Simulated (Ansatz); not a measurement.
# rocksalt-structured RbCl

Method: PBE with spin–orbit coupling; two-component spinors; PAW, 420 eV, Γ-centred 10×10×10 mesh, 0.05 eV Gaussian smearing; code Ansatz; PAW files: Ansatz's generated set soft_2.

```
CELL_PARAMETERS angstrom
0.00000 3.34904 3.34904
3.34904 0.00000 3.34904
3.34904 3.34904 0.00000
ATOMIC_POSITIONS crystal
Rb 0.50000 0.50000 0.50000
Cl 0.00000 0.00000 0.00000
```

The start was a prototype's sites filled with these elements; the Crystallography Open Database holds the compound in this structure.

The pressure at this geometry is 0.0 GPa.

Q: Which orbitals make up the states within about 0.6 eV of each band edge?

A: Valence edge: Cl 3p 98 %. Conduction edge: Rb 5s 83 %, Cl 3s 14 %. Shares are among the projected shells; the gap is 4.79 eV.

Density of states (tetrahedra, averaged over 0.4 eV; states/eV per cell of 2 atoms; energy in eV from the Fermi level; projections on Löwdin-orthogonalised atomic orbitals, summed over sites):

```csv
E,total,Cl 3p,Rb 5s,Cl 3s,Rb 4p
-3.25,0.9,0.8,0.1,0.0,0.0
-2.85,8.4,8.0,0.2,0.0,0.1
-2.45,5.7,5.6,0.0,0.0,0.1
-2.05,0.0,0.0,0.0,0.0,0.0
-1.65,0.0,0.0,0.0,0.0,0.0
-1.25,0.0,0.0,0.0,0.0,0.0
-0.85,0.0,0.0,0.0,0.0,0.0
-0.45,0.0,0.0,0.0,0.0,0.0
-0.05,0.0,0.0,0.0,0.0,0.0
0.35,0.0,0.0,0.0,0.0,0.0
0.75,0.0,0.0,0.0,0.0,0.0
1.15,0.0,0.0,0.0,0.0,0.0
1.55,0.0,0.0,0.0,0.0,0.0
1.95,0.0,0.0,0.0,0.0,0.0
2.35,0.0,0.0,0.0,0.0,0.0
2.75,0.1,0.0,0.1,0.0,0.0
3.15,0.2,0.0,0.1,0.0,0.0
3.55,0.3,0.0,0.2,0.0,0.0
3.95,0.7,0.0,0.3,0.0,0.0
4.35,1.3,0.0,0.5,0.0,0.0
4.75,2.4,0.1,0.7,0.0,0.0
5.15,3.7,0.1,1.0,0.0,0.0
```

Formal charges Rb⁺, Cl⁻ balance and leave closed shells on every ion, so a band insulator is expected, and the gap is 4.79 eV.

The lowest excitation takes an electron from Cl back to Rb, as in ionic insulators.

Kohn–Sham gaps of semilocal functionals lie under measured ones, often by a third or more.
